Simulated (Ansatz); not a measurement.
# PbO (Litharge) (P4/nmm) in Ansatz: further runs

Runs on PbO (Litharge). Level: PBE. Tasks: single point.

All numbers are computed with Ansatz 0.2.0; they aren't measurements. Logs are shortened: lines on timing, memory, paths and dates and some standing lists are left out, and cuts for length are marked.

## (1) The crystal as given

Symmetry: P4/nmm, No. 129, tetragonal system. Conventional cell: a = 3.990 Å, b = 3.990 Å, c = 5.010 Å, α = 90.00°, β = 90.00°, γ = 90.00°. Around Pb (site symmetry 4mm) lie 4 O at 2.33 Å. O (site symmetry -4m2) has 4 Pb at 2.33 Å as nearest neighbours.

## (2) Single point, PBE, 18.74 Å³/atom (volume scaled by 0.94)

The input, input.yaml:

```yaml
crystal:
  lattice:
    - [3.9085485738, 0.0, 0.0]
    - [0.0, 3.9085485738, 0.0]
    - [0.0, 0.0, 4.9077264047]
  atoms:
    - { symbol: Pb, position: [0.5, 0.0, 0.76] }
    - { symbol: Pb, position: [0.0, 0.5, 0.24] }
    - { symbol: O, position: [0.5, 0.5, 0.0] }
    - { symbol: O, position: [0.0, 0.0, 0.0] }
kpoints:
  mp_grid: { grid: [7, 7, 6] }
scf:
  occupations: { method: fermi_dirac, width: 0.05 }
hamiltonian:
  xc: pbe
  pseudopotentials: { kind: all_electron, lapw: { basis_error: 0.001 } }
output:
  forces: true
  stress: true
  eigenvalues: true
```

Potentials or basis: all-electron LAPW, scalar-relativistic.

On the command line:

```bash
$ ansatz run input.yaml --threads 2 --pin off --max-ram 6144MiB --backend cpu --events-out ev --progress --plain --runs-dir out
```

Output:

```text
Warning: RAYON_NUM_THREADS=2 ignored (pool sized by the plan → 2); use --threads N
LAPW: plane waves up to 9.343 Å⁻¹, error target 1.0e-3 eV per atom; small_component_spin mean_spin; O in spheres of 1.005 Å, 8 of its electrons in bands, Dirac shells []; Pb in spheres of 1.277 Å, 46 of its electrons in bands, Dirac shells [] (how accurate: hamiltonian.pseudopotentials.lapw.basis_error, Limitations)
Engine: ansatz 0.2.0, aarch64-unknown-linux-gnu
Pseudopotentials: kind: all_electron
Pseudopotential: Pb, LAPW, valence charge 46, lapw/all_electron/scalar/gaussian/Pb, Koelling and Harmon's equation, gaussian nucleus
Pseudopotential: O, LAPW, valence charge 8, lapw/all_electron/scalar/gaussian/O, Koelling and Harmon's equation, gaussian nucleus
Functional definition: PBE
  parameter kappa = 0.804
  parameter beta = 0.06672455060314922
  exchange = pbe_x(kappa = kappa, mu = beta*pi^2/3)
  correlation = pbe_c(beta = beta)
Crystal: 4 atoms, lattice volume = 74.974 Å³
Basis set: ecut = 332.55110942589164 eV, 1019 PW (Γ), exchange–correlation at level 2
Bands: 65, of which v1, the nominal top of the filled ones, is band 54 counted from 1 (53 counted from 0)
Symmetry: 16 space group operations
Space group: P4/nmm (ITA 129), of the structure as read, at distance tolerance 4.2e-5 Å
k-points: 40 of 294
Non-local potential: Pb, projectors of the file, none
Non-local potential: O, projectors of the file, none
Initial density: superposition of atomic densities (chi_scale 0.1, normalization cell, long waves kept (reshape's long-wave potential 0.17 eV rms))
Initial wavefunctions: plane waves of lowest kinetic energy (no species holds an atomic orbital)
Functional: x = pbe(κ = 0.804, μ = 0.2195149727645171), c = pbe(β = 0.06672455060314922)
iter 1 solved again at ethr=8.78e-3 eV; its pass at ethr=1.00e-1 eV (dr2=9.48e0 eV) is discarded
SCF iter   1: F=—  HF=-1140233.636599 eV  |F-HF|=—  |Δ(HF+E_count)|=         —  Δρ=8.89e-2  dr2=9.48e0  ethr=8.78e-3  ⟨swp⟩=2.0  Hψ=15660  notcnv=0
preconditioner: auto → Resta (q_TF=auto, 2.899 Å⁻¹)  ε∞=2.8  [insulator: Δε(μ)=2.911 eV  Ē_g=20.136 eV  σ=0.050 eV  W_gap=1.00  n_scr=28 (ndim 8)  ℏωp=27.1 eV  f_vac=0.225  D(μ)=0.00/eV (n_scr^D=0)  ε∞_Penn≈2.8]
iter 2 solved again at ethr=6.73e-4 eV; its pass at ethr=8.78e-3 eV (dr2=7.27e-1 eV) is discarded
SCF iter   2: F=—  HF=-1140230.150804 eV  |F-HF|=—  |Δ(HF+E_count)|=    3.49e0  Δρ=2.72e-2  dr2=7.27e-1  ethr=6.73e-4  ⟨swp⟩=2.0  Hψ=12725  notcnv=0
SCF iter   3: F=—  HF=-1140229.229743 eV  |F-HF|=—  |Δ(HF+E_count)|=   9.21e-1  Δρ=2.20e-2  dr2=5.67e-1  ethr=6.73e-4  ⟨swp⟩=3.0  Hψ=7886  notcnv=0
SCF iter   4: F=—  HF=-1140229.210745 eV  |F-HF|=—  |Δ(HF+E_count)|=         —  Δρ=1.05e-2  dr2=1.72e-1  ethr=5.25e-4  ⟨swp⟩=3.0  Hψ=7601  notcnv=0
the basis was enlarged: its passes take 634.6 KiB over the memory plan, 2 of 2 planned eigensolver slots
SCF iter   5: F=—  HF=-1140229.170499 eV  |F-HF|=—  |Δ(HF+E_count)|=   4.02e-2  Δρ=6.14e-3  dr2=5.37e-2  ethr=1.59e-4  ⟨swp⟩=2.0  Hψ=7717  notcnv=0
SCF iter   6: F=—  HF=-1140229.151098 eV  |F-HF|=—  |Δ(HF+E_count)|=   1.94e-2  Δρ=6.44e-4  dr2=5.11e-4  ethr=4.97e-5  ⟨swp⟩=2.0  Hψ=7861  notcnv=0
SCF iter   7: F=—  HF=-1140229.150718 eV  |F-HF|=—  |Δ(HF+E_count)|=   3.80e-4  Δρ=4.04e-4  dr2=1.95e-4  ethr=4.73e-7  ⟨swp⟩=3.0  Hψ=7658  notcnv=0
SCF iter   8: F=—  HF=-1140229.150729 eV  |F-HF|=—  |Δ(HF+E_count)|=   1.13e-5  Δρ=9.26e-5  dr2=1.05e-5  ethr=1.81e-7  ⟨swp⟩=3.0  Hψ=7633  notcnv=0
SCF iter   9: F=—  HF=-1140229.150735 eV  |F-HF|=—  |Δ(HF+E_count)|=   6.51e-6  Δρ=3.85e-5  dr2=2.28e-6  ethr=9.74e-9  ⟨swp⟩=3.0  Hψ=7751  notcnv=0
SCF iter  10: F=—  HF=-1140229.150737 eV  |F-HF|=—  |Δ(HF+E_count)|=   1.81e-6  Δρ=9.11e-6  dr2=1.33e-7  ethr=2.11e-9  ⟨swp⟩=3.0  Hψ=7732  notcnv=0
SCF iter  11: F=-1140229.150737 eV  HF=-1140229.150737 eV  |F-HF|=2.79e-9  |Δ(HF+E_count)|=   2.40e-8  Δρ=1.78e-6  dr2=3.52e-9  ethr=1.23e-10  ⟨swp⟩=3.0  Hψ=7711  notcnv=0
SCF 1 converged in 11 iterations: F = -1140229.150737 eV  dr2 = 3.52e-9
SCF converged after 11 iterations
Free energy (F): -1140229.150737 eV
Harris-Foulkes:  -1140229.150737 eV  (|F-HF|=2.79e-9)
Internal energy: -1140229.150737 eV  (E = F + TS)
E sigma→0 (E₀):  -1140229.150737 eV
Entropy (-TS):   -0.000000 eV (-0.000 meV/atom)
Fermi energy:    13.965275 eV
--- Per-component energies (eV) ---
  E_band       = -14052.288556
  E_kinetic    = 1314040.509415
  E_xc         = -21629.215788
  E_electrostatic = -2432640.444364  (all electrons and nuclei)
  E_smearing   = -0.000000  (= −TS)
  E_closure    = 0.000000  (closes the sum)
  E_atoms      = -1140207.893710  (free atoms, spherical and without spin; not in F)
  Σ components = -1140229.150737   (vs F -1140229.150737, Δ=0.00e0)
  Basis errors (estimates in eV, not in F): energy 4.5e-4 per atom: plane waves 4.1e-4 (2.4e-4 summed), levels above the bands 1.1e-113, relativity 5.0e-8, radial functions 4.3e-5, core shells 8.3e-8; eigenvalues (radial functions only) 6.0e-6; not estimated: angular momenta, meshes, grids; target (lapw.basis_error) 1.0e-3; muffin-tin radii O 1.005 Å, Pb 1.277 Å
--- Forces (eV/Å), atoms counted from 1 ---
  atom   1  Pb    -0.00000000     0.00000000    -0.86777185
  atom   2  Pb     0.00000000     0.00000000     0.86777185
  atom   3  O     -0.00000000     0.00000000    -0.00000000
  atom   4  O      0.00000000     0.00000000     0.00000000
  max |Σ_I F_I| component: 8.67e-19 eV/Å
--- Stress (GPa, compression-positive) ---
        9.930838       0.000000      -0.000000
        0.000000       9.930838      -0.000000
       -0.000000      -0.000000       7.712103
  P = ⅓ Tr σ = 9.1913 GPa (91.913 kbar)
--- Band table (eV; the first three rows and the last of 40) ---
  k-point 0: bands = ["-491.8904", "-491.8904", "-382.8577", "-382.8577", "-382.8498", "-382.8498", "-382.8438", "-382.8438", "-382.8438", "-382.8438", "-382.8413", "-382.8413", "-125.2709", "-125.2709", "-114.2756", "-114.2756", "-114.2756", "-114.2756", "-114.2702", "-114.2702", "-114.2646", "-114.2646", "-114.2633", "-114.2633", "-114.2633", "-114.2633", "-114.2626", "-114.2626", "-67.1291", "-67.1289", "-67.1289", "-67.1282", "-67.1282", "-67.1279", "-5.6078", "-4.9442", "-2.8921", "-2.8921", "-2.8135", "-2.8096", "-2.7049", "-2.6140", "-2.6140", "-2.6114", "-2.5855", "-1.1814", "5.8900", "6.3903", "8.6531", "8.6531", "11.3438", "11.3970", "11.3970", "13.3052", "15.8593", "18.9640", "18.9640", "18.9774", "20.0939", "20.0939", "20.8044", "21.3118", "23.8669", "27.3152", "28.4617"]
  k-point 1: bands = ["-491.8904", "-491.8904", "-382.8577", "-382.8577", "-382.8498", "-382.8498", "-382.8438", "-382.8438", "-382.8438", "-382.8438", "-382.8413", "-382.8413", "-125.2709", "-125.2709", "-114.2756", "-114.2756", "-114.2756", "-114.2756", "-114.2702", "-114.2702", "-114.2646", "-114.2646", "-114.2633", "-114.2633", "-114.2633", "-114.2633", "-114.2626", "-114.2626", "-67.1290", "-67.1288", "-67.1288", "-67.1282", "-67.1282", "-67.1279", "-5.6000", "-4.9392", "-2.8788", "-2.8788", "-2.8208", "-2.7995", "-2.6978", "-2.6306", "-2.6306", "-2.6168", "-2.5928", "-1.1762", "5.1263", "7.3604", "8.6983", "8.6983", "11.3338", "11.3906", "11.3906", "13.1311", "15.6052", "18.2504", "18.2504", "18.7921", "20.7669", "20.9309", "20.9309", "21.4758", "25.1241", "27.3333", "28.2782"]
  k-point 2: bands = ["-491.8904", "-491.8904", "-382.8577", "-382.8577", "-382.8498", "-382.8498", "-382.8438", "-382.8438", "-382.8438", "-382.8438", "-382.8413", "-382.8413", "-125.2709", "-125.2709", "-114.2756", "-114.2756", "-114.2756", "-114.2756", "-114.2702", "-114.2702", "-114.2646", "-114.2646", "-114.2633", "-114.2633", "-114.2633", "-114.2633", "-114.2626", "-114.2626", "-67.1288", "-67.1287", "-67.1287", "-67.1283", "-67.1283", "-67.1281", "-5.5842", "-4.9291", "-2.8449", "-2.8449", "-2.8430", "-2.7670", "-2.6793", "-2.6709", "-2.6709", "-2.6316", "-2.6115", "-1.1660", "4.4880", "8.5336", "8.7922", "8.7922", "11.3139", "11.3755", "11.3755", "12.5643", "15.3677", "17.5013", "17.5013", "18.0053", "21.6813", "21.8470", "21.9495", "21.9495", "26.9116", "27.3729", "27.8745"]
  k-point 39: bands = ["-491.8904", "-491.8904", "-382.8577", "-382.8577", "-382.8498", "-382.8498", "-382.8438", "-382.8438", "-382.8438", "-382.8438", "-382.8413", "-382.8413", "-125.2709", "-125.2709", "-114.2756", "-114.2756", "-114.2756", "-114.2756", "-114.2702", "-114.2702", "-114.2646", "-114.2646", "-114.2633", "-114.2633", "-114.2633", "-114.2633", "-114.2626", "-114.2626", "-67.1290", "-67.1289", "-67.1287", "-67.1286", "-67.1284", "-67.1283", "-5.1715", "-5.1407", "-2.7674", "-2.7380", "-2.7046", "-2.6811", "-2.6712", "-2.6708", "-2.6368", "-2.6359", "-1.7582", "-1.6625", "4.8353", "5.0005", "8.7165", "9.0829", "10.9443", "11.1522", "11.8192", "12.0159", "16.6931", "16.8313", "17.5421", "18.4606", "19.1440", "19.9445", "24.6210", "24.6906", "27.5061", "27.9270", "28.1242"]
```

Wall time 28 s (2 threads of Arm Neoverse V2, shared host); peak memory 0.64 GiB.

What came out:

* Free energy: -1140229.1507 eV
* Pressure: 9.2 GPa
* Largest force: 0.868 eV/Å
* Band gap on the k mesh: 1.30 eV, indirect (least direct gap 2.47 eV)

Caveat: spin-orbit coupling is left out, which as a rule narrows the gap of such compounds by several tenths of an eV; an odd mesh through Γ misses points on the zone boundary, where band edges often lie.

## (3) Single point, PBE, 19.14 Å³/atom (volume scaled by 0.96)

Edit input.yaml of step 2 so:

```diff
@@ -2,5 +2,5 @@
   lattice:
-    - [3.9085485738, 0.0, 0.0]
-    - [0.0, 3.9085485738, 0.0]
-    - [0.0, 0.0, 4.9077264047]
+    - [3.9360744706, 0.0, 0.0]
+    - [0.0, 3.9360744706, 0.0]
+    - [0.0, 0.0, 4.942288997]
   atoms:
```

Potentials or basis: all-electron LAPW, scalar-relativistic.

On the command line:

```bash
$ ansatz run input.yaml --threads 2 --pin off --max-ram 6144MiB --backend cpu --events-out ev --progress --plain --runs-dir out
```

It took 29 s on 2 threads of Arm Neoverse V2, shared host; peak memory 0.63 GiB.

Results (log left out):

```yaml
Free_energy: -1140229.2306 eV
Pressure: 6.9 GPa
Largest_force: 0.553 eV/Å
Band_gap_on_the_k_mesh: 1.34 eV, indirect (least direct gap 2.45 eV)
```

Caveat: spin-orbit coupling is left out, which as a rule narrows the gap of such compounds by several tenths of an eV; an odd mesh through Γ misses points on the zone boundary, where band edges often lie.

## (4) Single point, PBE, 19.54 Å³/atom (volume scaled by 0.98)

Edit input.yaml of step 3 so:

```diff
@@ -2,5 +2,5 @@
   lattice:
-    - [3.9360744706, 0.0, 0.0]
-    - [0.0, 3.9360744706, 0.0]
-    - [0.0, 0.0, 4.942288997]
+    - [3.9632206696, 0.0, 0.0]
+    - [0.0, 3.9632206696, 0.0]
+    - [0.0, 0.0, 4.9763748258]
   atoms:
```

On the command line:

```bash
$ ansatz run input.yaml --threads 2 --pin off --max-ram 6144MiB --backend cpu --events-out ev --progress --plain --runs-dir out
```

It took 29 s on 2 threads of Arm Neoverse V2, shared host; peak memory 0.63 GiB.

Results (log left out):

```
Free energy            : -1140229.2889 eV
Pressure               : 4.8 GPa
Largest force          : 0.262 eV/Å
Band gap on the k mesh : 1.38 eV, indirect (least direct gap 2.42 eV)
```

Caveat: spin-orbit coupling is left out, which as a rule narrows the gap of such compounds by several tenths of an eV; an odd mesh through Γ misses points on the zone boundary, where band edges often lie.

## (5) Single point, PBE, 19.94 Å³/atom

Edit input.yaml of step 4 so:

```diff
@@ -2,5 +2,5 @@
   lattice:
-    - [3.9632206696, 0.0, 0.0]
-    - [0.0, 3.9632206696, 0.0]
-    - [0.0, 0.0, 4.9763748258]
+    - [3.99, 0.0, 0.0]
+    - [0.0, 3.99, 0.0]
+    - [0.0, 0.0, 5.01]
   atoms:
```

On the command line:

```bash
$ ansatz run input.yaml --threads 2 --pin off --max-ram 6144MiB --backend cpu --events-out ev --progress --plain --runs-dir out
```

It took 29 s on 2 threads of Arm Neoverse V2, shared host; peak memory 0.62 GiB.

The run converged. Its results:

* Free energy: -1140229.3277 eV
* Pressure: 3.0 GPa
* Largest force: 0.008 eV/Å
* Band gap on the k mesh: 1.41 eV, indirect (least direct gap 2.39 eV)

Caveat: spin-orbit coupling is left out, which as a rule narrows the gap of such compounds by several tenths of an eV; an odd mesh through Γ misses points on the zone boundary, where band edges often lie.

## (6) Single point, PBE, 20.34 Å³/atom (volume scaled by 1.02)

Edit input.yaml of step 5 so:

```diff
@@ -2,5 +2,5 @@
   lattice:
-    - [3.99, 0.0, 0.0]
-    - [0.0, 3.99, 0.0]
-    - [0.0, 0.0, 5.01]
+    - [4.0164246111, 0.0, 0.0]
+    - [0.0, 4.0164246111, 0.0]
+    - [0.0, 0.0, 5.0431797749]
   atoms:
```

Potentials or basis: all-electron LAPW, scalar-relativistic.

On the command line:

```bash
$ ansatz run input.yaml --threads 2 --pin off --max-ram 6144MiB --backend cpu --events-out ev --progress --plain --runs-dir out
```

It took 28 s on 2 threads of Arm Neoverse V2, shared host; peak memory 0.62 GiB.

It converged, with:

| Property | Result |
| --- | --- |
| Free energy | -1140229.3492 eV |
| Pressure | 1.3 GPa |
| Largest force | 0.258 eV/Å |
| Band gap on the k mesh | 1.44 eV, indirect (least direct gap 2.33 eV) |

Caveat: spin-orbit coupling is left out, which as a rule narrows the gap of such compounds by several tenths of an eV; an odd mesh through Γ misses points on the zone boundary, where band edges often lie.

## (7) Single point, PBE, 20.74 Å³/atom (volume scaled by 1.04)

Edit input.yaml of step 6 so:

```diff
@@ -2,5 +2,5 @@
   lattice:
-    - [4.0164246111, 0.0, 0.0]
-    - [0.0, 4.0164246111, 0.0]
-    - [0.0, 0.0, 5.0431797749]
+    - [4.0425060212, 0.0, 0.0]
+    - [0.0, 4.0425060212, 0.0]
+    - [0.0, 0.0, 5.0759286131]
   atoms:
```

On the command line:

```bash
$ ansatz run input.yaml --threads 2 --pin off --max-ram 6144MiB --backend cpu --events-out ev --progress --plain --runs-dir out
```

Run time: 29 s. Hardware: 2 threads of Arm Neoverse V2, shared host; peak memory 0.62 GiB.

Results (log left out):

- Free energy: -1140229.3550 eV
- Pressure: -0.1 GPa
- Largest force: 0.490 eV/Å
- Band gap on the k mesh: 1.46 eV, indirect (least direct gap 2.27 eV)

Caveat: spin-orbit coupling is left out, which as a rule narrows the gap of such compounds by several tenths of an eV; an odd mesh through Γ misses points on the zone boundary, where band edges often lie.

## (8) Single point, PBE, 21.14 Å³/atom (volume scaled by 1.06)

Edit input.yaml of step 7 so:

```diff
@@ -2,5 +2,5 @@
   lattice:
-    - [4.0425060212, 0.0, 0.0]
-    - [0.0, 4.0425060212, 0.0]
-    - [0.0, 0.0, 5.0759286131]
+    - [4.0682551615, 0.0, 0.0]
+    - [0.0, 4.0682551615, 0.0]
+    - [0.0, 0.0, 5.1082602403]
   atoms:
```

On the command line:

```bash
$ ansatz run input.yaml --threads 2 --pin off --max-ram 6144MiB --backend cpu --events-out ev --progress --plain --runs-dir out
```

It took 30 s on 2 threads of Arm Neoverse V2, shared host; peak memory 0.62 GiB.

Results (log left out):

```
Free energy            : -1140229.3467 eV
Pressure               : -1.5 GPa
Largest force          : 0.705 eV/Å
Band gap on the k mesh : 1.49 eV, indirect (least direct gap 2.21 eV)
```

Caveat: spin-orbit coupling is left out, which as a rule narrows the gap of such compounds by several tenths of an eV; an odd mesh through Γ misses points on the zone boundary, where band edges often lie.
